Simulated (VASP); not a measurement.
# Sb (Im-3m) in VASP: further runs

One crystal, Sb, is run at these levels: PBE; tasks: relaxation of cell and atoms, single point.

All numbers are computed with VASP 6.6.1; they aren't measurements. Logs are shortened: lines on timing, memory, paths and dates and some standing lists are left out, and cuts for length are marked.

## Step 1: The structure

It takes space group Im-3m (No. 229, cubic). The conventional cell has a = 3.450 Å, b = 3.450 Å, c = 3.450 Å, α = 90.00°, β = 90.00°, γ = 90.00°. Sb (site symmetry m-3m) is surrounded by 8 Sb at 2.99 Å.

This isn't the form of Sb at room conditions, which is rhombohedral.

## Step 2: Relaxation of cell and atoms, PBE

Contents of INCAR:

```
PREC     = Accurate       # precision mode
ENCUT    = 600            # plane-wave cutoff, eV
EDIFF    = 1E-6           # SCF threshold, eV
ISMEAR   = -1             # smearing method
SIGMA    = 0.1            # smearing width, eV
LREAL    = F              # projectors in reciprocal space
LASPH    = T              # aspherical terms in the spheres
NELM     = 100            # most SCF steps
ALGO     = Normal         # electronic algorithm
ISIF     = 3              # what is computed and relaxed
LWAVE    = F              # write WAVECAR
LCHARG   = F              # write CHGCAR
GGA      = PE             # functional
IBRION   = 2              # ionic algorithm
NSW      = 80             # ionic steps
EDIFFG   = -0.03          # ionic threshold
```

Contents of KPOINTS:

```
regular mesh
0
Gamma
  10 10 10
```

Contents of POSCAR:

```
Sb
1.0
   -1.7250000000      1.7250000000      1.7250000000
    1.7250000000     -1.7250000000      1.7250000000
    1.7250000000      1.7250000000     -1.7250000000
Sb
1
Direct
    0.0000000000      0.0000000000      0.0000000000
```

Potentials or basis: VASP PAW PBE potentials, release 64 (Sb).

Command:

```sh
> cat potpaw_PBE.64/Sb/POTCAR > POTCAR
> mpirun -np 1 vasp_std > vasp.out
```

OUTCAR:

```text
PREC = Accurate
   ENCUT = 600
   EDIFF = 1E-6
   ISMEAR = -1
   LREAL = F
   LASPH = T
   NELM = 100
   ISIF = 3
   GGA = PE
   IBRION = 2
   NSW = 80
   EDIFFG = -0.03

 ion  position               nearest neighbor table
   1  0.000  0.000  0.000-

  LATTYP: Found a body centered cubic cell.
 ALAT       =     3.4500000000

  Lattice vectors:

 A1 = (  -1.7250000000,   1.7250000000,   1.7250000000)
 A2 = (   1.7250000000,  -1.7250000000,   1.7250000000)
 A3 = (   1.7250000000,   1.7250000000,  -1.7250000000)

Analysis of symmetry for initial positions (statically):
=====================================================================
 Subroutine PRICEL returns:
 Original cell was already a primitive cell.

 Routine SETGRP: Setting up the symmetry group for a
 body centered cubic supercell.

 Subroutine GETGRP returns: Found 48 space group operations
 (whereof 48 operations were pure point group operations)
 out of a pool of 48 trial point group operations.

The static configuration has the point symmetry O_h .

Analysis of symmetry for dynamics (positions and initial velocities):
=====================================================================
 Subroutine PRICEL returns:
 Original cell was already a primitive cell.

 Routine SETGRP: Setting up the symmetry group for a
 body centered cubic supercell.

 Subroutine GETGRP returns: Found 48 space group operations
 (whereof 48 operations were pure point group operations)
 out of a pool of 48 trial point group operations.

The dynamic configuration has the point symmetry O_h .

 Subroutine INISYM returns: Found 48 space group operations
 (whereof 48 operations are pure point group operations),
 and found     1 'primitive' translations

----------------------------------------------------------------------------------------

                                     Primitive cell

  volume of cell :      20.5318

  direct lattice vectors                    reciprocal lattice vectors
    -1.725000000  1.725000000  1.725000000     0.000000000  0.289855072  0.289855072
     1.725000000 -1.725000000  1.725000000     0.289855072  0.000000000  0.289855072
     1.725000000  1.725000000 -1.725000000     0.289855072  0.289855072  0.000000000

  length of vectors
     2.987787643  2.987787643  2.987787643     0.409916975  0.409916975  0.409916975

  position of ions in fractional coordinates (direct lattice)
     0.000000000  0.000000000  0.000000000

  ion indices of the primitive-cell ions
   primitive index   ion index
                 1           1

[... 28 lines left out ...]
  0.000000  0.000000  0.000000      1.000000
  0.100000  0.000000  0.000000     12.000000
  0.200000  0.000000  0.000000     12.000000
  0.300000  0.000000  0.000000     12.000000
  0.400000  0.000000  0.000000     12.000000
  0.500000  0.000000  0.000000      6.000000
[... 16 lines left out ...]
  0.300000  0.300000  0.100000      8.000000
 -0.300000  0.300000  0.100000     24.000000
 [... further k-points ...]
   k-points           NKPTS =     47   k-points in BZ     NKDIM =     47   number of bands    NBANDS=      6
   number of dos      NEDOS =    301   number of ions     NIONS =      1
   total plane-waves  NPLWV =  13824
   dimension x,y,z NGX =    24 NGY =   24 NGZ =   24
   dimension x,y,z NGXF=    48 NGYF=   48 NGZF=   48
   ions per type =               1
   NGX,Y,Z   is equivalent  to a cutoff of  13.35, 13.35, 13.35 a.u.
   NGXF,Y,Z  is equivalent  to a cutoff of  26.71, 26.71, 26.71 a.u.
 SYSTEM =  unknown system
   PREC   = accura    normal or accurate (medium, high low for compatibility)
   ISTART =      0    job   : 0-new  1-cont  2-samecut
   ICHARG =      2    charge: 1-file 2-atom 10-const
   ISPIN  =      1    spin polarized calculation?
   LNONCOLLINEAR =      F non collinear calculations
   LSORBIT =      F    spin-orbit coupling
   LASPH  =      T    aspherical Exc in radial PAW
   ENCUT  =  600.0 eV  44.10 Ry    6.64 a.u.   5.97  5.97  5.97*2*pi/ulx,y,z
   NELM   =    100;   NELMIN=  2; NELMDL= -5     # of ELM steps
   EDIFF  = 0.1E-05   stopping-criterion for ELM
   LREAL  =      F    real-space projection
   EDIFFG = -.3E-01   stopping-criterion for IOM
   NSW    =     80    number of steps for IOM
   IBRION =      2    ionic relax: 0-MD 1-quasi-New 2-CG
   NFREE  =      1    steps in history (QN), initial steepest desc. (CG)
   ISIF   =      3    stress and relaxation
   ISYM   =      2    0-nonsym 1-usesym 2-fastsym
   POTIM  = 0.5000    time-step for ionic-motion
   TEBEG  =    0.0;   TEEND  =   0.0 temperature during run
   PSTRESS=    0.0 pullay stress
   NELECT =       5.0000    total number of electrons
   NUPDOWN=      -1.0000    fix difference up-down
   EMIN   =  10.00;   EMAX   =-10.00  energy-range for DOS
   EFERMI =   0.00;   METHOD = LEGACY
   ISMEAR =    -1;   SIGMA  =   0.10  broadening in eV -4-tet -1-fermi 0-gaus
   EFERMI_NEDOS =   21; number of points for ismear=-14 and -15
   IALGO  =     38    algorithm
   IMIX   =      4    mixing-type and parameters
     AMIX     =   0.40;   BMIX     =  1.00
     AMIX_MAG =   1.60;   BMIX_MAG =  1.00
  volume/ion in A,a.u.               =      20.53       138.56
  Fermi-wavevector in a.u.,A,eV,Ry     =   1.022325  1.931915 14.220113  1.045149
  Thomas-Fermi vector in A             =   2.155998
   LORBIT       =      0    0 simple, 1 ext, 2 COOP (PROOUT), +10 PAW based schemes
   GGA     = PE    functional components
   LHFCALC =     F    Hartree Fock is set to
   AEXX    =    0.0000 exact exchange contribution
   IVDW    =     0    specifies the selected vdW correction
   LEPSILON=     F    determine dielectric tensor
   LRPA    =     F    only Hartree local field effects (RPA)
 conjugate gradient relaxation of ions
 non-spin polarized calculation
  energy-cutoff  :      600.00
  volume of cell :       20.53
 maximum number of plane-waves:       699
   NGX = 11   NGY = 11   NGZ = 11

--------------------------------------- Ionic step        1  -------------------------------------------

 number of electron       5.0000000 magnetization

 Free energy of the ion-electron system (eV)
  ---------------------------------------------------
  ext. energy  EPLUGINS =         0.00000000
  ---------------------------------------------------
  free energy    TOTEN  =        -3.37236988 eV

  energy without entropy =       -3.34330549  energy(sigma->0) =       -3.35783768

 E-fermi :  12.5120     XC(G=0): -11.4594

 val. band max:       12.4751659227   @ k =  -0.2000   0.3000   0.1000
 cond. band min:      12.6085811863   @ k =  -0.4000   0.4000   0.2000
 fundamental gap:      0.1334152635
 Fermi energy:        12.5120490510
[... 545 lines left out ...]
--------------------------------------- Ionic step        4  -------------------------------------------

 number of electron       5.0000000 magnetization

 Free energy of the ion-electron system (eV)
  ---------------------------------------------------
  ext. energy  EPLUGINS =         0.00000000
  ---------------------------------------------------
  free energy    TOTEN  =        -3.91277783 eV

  energy without entropy =       -3.88568053  energy(sigma->0) =       -3.89922918

 E-fermi :   8.1925     XC(G=0): -10.1463

 val. band max:        8.1782458595   @ k =   0.5000   0.5000   0.3000
 cond. band min:       8.1989387738   @ k =  -0.3000   0.4000   0.1000
 fundamental gap:      0.0206929143
 Fermi energy:         8.1924530356
[... 244 lines left out ...]
  FREE ENERGIE OF THE ION-ELECTRON SYSTEM (eV)
  ---------------------------------------------------
  free  energy   TOTEN  =        -3.9127778342 eV

  energy  without entropy=       -3.8856805265  energy(sigma->0) =       -3.89922918

 reached required accuracy - stopping structural energy minimisation
```

OSZICAR:

```text
N       E                     dE             d eps       ncg     rms          rms(c)
DAV:   1     0.113417968162E+02    0.11342E+02   -0.19771E+03   582   0.653E+02
DAV:   2    -0.319503323072E+01   -0.14537E+02   -0.13619E+02   798   0.859E+01
DAV:   3    -0.337979026332E+01   -0.18476E+00   -0.18100E+00   696   0.109E+01
DAV:   4    -0.338043098824E+01   -0.64072E-03   -0.64070E-03   744   0.811E-01
[... 26 lines left out ...]
       N       E                     dE             d eps       ncg     rms          rms(c)
DAV:   1    -0.391296218261E+01   -0.33606E-03   -0.62075E-03   600   0.453E-01    0.616E-02
DAV:   2    -0.391284134741E+01    0.12084E-03   -0.96209E-05   570   0.830E-02    0.349E-02
DAV:   3    -0.391277798297E+01    0.63364E-04   -0.12586E-04   582   0.647E-02    0.115E-02
DAV:   4    -0.391277783418E+01    0.14879E-06   -0.69569E-07   474   0.899E-03
   4 F= -.39127778E+01 E0= -.38992292E+01  d E =-.540408E+00
```

Run time: 6.4 s. Hardware: 1 thread of Intel Xeon 6975P-C (Granite Rapids), shared host; peak memory 0.14 GiB.

Results:

```yaml
Free_energy: -3.9128 eV
Relaxed_volume: 27.43 Å³/atom
Relaxed_cell: a = 3.291 Å, b = 3.291 Å, c = 3.291 Å, α = 109.47°, β = 109.47°, γ = 109.47°
Space_group_after_relaxing_to_0.05_Å: Im-3m (No. 229)
Energy_gained_by_relaxing: 540.4 meV/atom
Ionic_steps: 4
Pressure_after_relaxing: 0.0 GPa
Band_gap_on_the_k_mesh: none (metal or under the smearing width)
```

The path:
```
step  energy change (eV)  largest force (eV/Å)  pressure (GPa)  volume (Å³)
   1              0.0000                0.0000           32.58        20.53
   2             -0.2596                0.0000           -8.67        35.60
   3             -0.5403                0.0000           -0.32        27.59
   4             -0.5404                0.0000            0.01        27.43
```

Final structure:
```
Sb
1.0
    -1.89988    1.89988    1.89988
     1.89988   -1.89988    1.89988
     1.89988    1.89988   -1.89988
Sb
1
Direct
  0.00000 0.00000 0.00000
```

Levels at points of the mesh, in eV from the Fermi level:
```tsv
k point	band 1	band 2	band 3	band 4	band 5	band 6
(0.00, 0.00, 0.00)	-12.68	5.36	5.36	5.36	10.50	12.33
(0.50, 0.00, 0.00)	-8.76	-5.45	1.67	3.70	6.37	6.92
(0.50, 0.50, 0.50)	-5.65	-1.93	-1.93	-1.93	3.03	3.03
```

Caveat: the volume moved by over 15 % at a fixed basis, so the end points are rough; the volume moved by +34 % from the deposited cell, more than functionals usually miss. Zero-point motion and thermal expansion aren't in these numbers.

## Step 3: Single point, PBE

This run uses another cell than the first one, of 22.21 Å³/atom, 1.082 times its volume.

Contents of INCAR:

```
  PREC = Accurate
  ENCUT = 520
  EDIFF = 1E-6
  ISMEAR = -1
  SIGMA = 0.1
  LREAL = F
  LASPH = T
  NELM = 100
  ALGO = Fast
  ISIF = 2
  LWAVE = F
  LCHARG = T
  GGA = PE
  LELF = T
  LVHAR = T
  NBANDS = 8
```

KPOINTS is that of step 2.

Contents of POSCAR:

```
Sb
1.0
   -1.7708124193      1.7708124193      1.7708124193
    1.7708124193     -1.7708124193      1.7708124193
    1.7708124193      1.7708124193     -1.7708124193
Sb
1
Direct
    0.0000000000      0.0000000000      0.0000000000
```

Potentials or basis: VASP PAW PBE potentials, release 64 (Sb).

Command:

```sh
> cat potpaw_PBE.64/Sb/POTCAR > POTCAR
> mpirun -np 1 vasp_std > vasp.out
```

OUTCAR:

```text
PREC = Accurate
   ENCUT = 520
   EDIFF = 1E-6
   ISMEAR = -1
   LREAL = F
   LASPH = T
   NELM = 100
   ISIF = 2
   GGA = PE

 ion  position               nearest neighbor table
   1  0.000  0.000  0.000-

  LATTYP: Found a body centered cubic cell.
 ALAT       =     3.5416248386

  Lattice vectors:

 A1 = (  -1.7708124193,   1.7708124193,   1.7708124193)
 A2 = (   1.7708124193,  -1.7708124193,   1.7708124193)
 A3 = (   1.7708124193,   1.7708124193,  -1.7708124193)

Analysis of symmetry for initial positions (statically):
=====================================================================
 Subroutine PRICEL returns:
 Original cell was already a primitive cell.

 Routine SETGRP: Setting up the symmetry group for a
 body centered cubic supercell.

 Subroutine GETGRP returns: Found 48 space group operations
 (whereof 48 operations were pure point group operations)
 out of a pool of 48 trial point group operations.

The static configuration has the point symmetry O_h .

Analysis of symmetry for dynamics (positions and initial velocities):
=====================================================================
 Subroutine PRICEL returns:
[... 154 lines left out ...]
  energy without entropy =       -3.61455049  energy(sigma->0) =       -3.62902220

 E-fermi :  11.2131     XC(G=0): -11.0926

 val. band max:       11.1835307880   @ k =   0.3000   0.1000   0.1000
 cond. band min:      11.3392596372   @ k =  -0.4000   0.4000   0.2000
 fundamental gap:      0.1557288491
 Fermi energy:        11.2131474138

 k-point     1 :       0.0000    0.0000    0.0000
  band No.  band energies     occupation
      1      -3.3232      2.00000
      2      18.3774      0.00000
      3      18.3774      0.00000
      4      18.3774      0.00000
      5      22.5263      0.00000
      6      22.5263      0.00000
      7      22.5263      0.00000
      8      23.1064      0.00000
[... 243 lines left out ...]
 k-point    24 :      -0.3000    0.3000    0.1000
  band No.  band energies     occupation
      1      -0.8366      2.00000
      2       9.5225      2.00000
      3      13.6384      0.00000
      4      15.2330      0.00000
      5      19.4549      0.00000
      6      20.2477      0.00000
      7      21.6081      0.00000
      8      27.2784      0.00000

 [... further k-points ...]
[... 5 lines left out ...]
  --------------------------------------------------------------------------------------
  -------------------------------------------------------------------------------------
  Total        2.7658097      2.7658097      2.7658097      0.0000000      0.0000000      0.0000000
  in kB      199.5056560    199.5056560    199.5056560      0.0000000      0.0000000      0.0000000
  external PRESSURE =     199.5056560 kB  Pullay stress =       0.0000000 kB

 VOLUME and BASIS-vectors are now :
 -----------------------------------------------------------------------------
  energy-cutoff  :      520.00
  volume of cell :       22.21
      direct lattice vectors                 reciprocal lattice vectors
    -1.770812419  1.770812419  1.770812419     0.000000000  0.282356276  0.282356276
     1.770812419 -1.770812419  1.770812419     0.282356276  0.000000000  0.282356276
     1.770812419  1.770812419 -1.770812419     0.282356276  0.282356276  0.000000000

 POSITION                                       TOTAL-FORCE (eV/Angst)
 -----------------------------------------------------------------------------------
      0.00000      0.00000      0.00000        -0.000000      0.000000      0.000000
 -----------------------------------------------------------------------------------
    total drift:                                0.000000     -0.000000     -0.000000

  FREE ENERGIE OF THE ION-ELECTRON SYSTEM (eV)
  ---------------------------------------------------
  free  energy   TOTEN  =        -3.6434939092 eV

  energy  without entropy=       -3.6145504881  energy(sigma->0) =       -3.62902220
```

OSZICAR:

```text
N       E                     dE             d eps       ncg     rms          rms(c)
DAV:   1     0.528276848835E+01    0.52828E+01   -0.18153E+03   776   0.419E+02
DAV:   2    -0.356637657387E+01   -0.88491E+01   -0.84430E+01  1064   0.544E+01
DAV:   3    -0.364792907510E+01   -0.81553E-01   -0.81444E-01   944   0.581E+00
DAV:   4    -0.364809404387E+01   -0.16497E-03   -0.16497E-03  1088   0.318E-01
DAV:   5    -0.364809440933E+01   -0.36546E-06   -0.36701E-06  1016   0.104E-02    0.252E+00
RMM:   6    -0.364520759827E+01    0.28868E-02   -0.41934E-04   756   0.148E-01    0.150E+00
RMM:   7    -0.364348713628E+01    0.17205E-02   -0.10899E-03   781   0.239E-01    0.506E-02
RMM:   8    -0.364349416633E+01   -0.70300E-05   -0.46666E-05   814   0.579E-02    0.111E-02
RMM:   9    -0.364349390921E+01    0.25712E-06   -0.37179E-06   846   0.164E-02
   1 F= -.36434939E+01 E0= -.36290222E+01  d E =-.289434E-01
```

Run time: 2.7 s. Hardware: 1 thread of Intel Xeon 6975P-C (Granite Rapids), shared host; peak memory 0.14 GiB.

What came out:

- Free energy: -3.6435 eV
- Pressure: 20.0 GPa
- Band gap on the k mesh: none (metal or under the smearing width)

Caveat: so large a pressure means that the cell lies far from this level's equilibrium, or that cutoff or potentials fall short. Spin-orbit coupling is left out, which matters for the levels of Sb.

[end of part 1 of 2]
